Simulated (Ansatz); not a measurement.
## Aluminium (A15) across density functionals

All rows: Ansatz, plane waves with scalar-relativistic PAW, 420 eV (500 eV for the SCAN forms), relaxed under each functional, no dispersion correction, no zero-point motion. B₀ comes from uniform scaling at fixed shape; a dash is a value not given.

```
functional  V (Å³/atom)         cell     magnetic state  ΔE to fcc (meV/atom)
       PBE        16.94  a = 5.136 Å  spin not included                    77
    PBEsol        16.60  a = 5.102 Å  spin not included                    80
       LDA        16.23  a = 5.064 Å  spin not included                    80
    revPBE        17.18  a = 5.161 Å  spin not included                    76
      RPBE        17.25  a = 5.168 Å  spin not included                    76
      BLYP        18.04  a = 5.246 Å  spin not included                    58
```

(1) What does r²SCAN give?

Results:

(1) V (Å³/atom): 16.31; cell: a = 5.072 Å; magnetic state: spin not included; ΔE to fcc (meV/atom): 90.
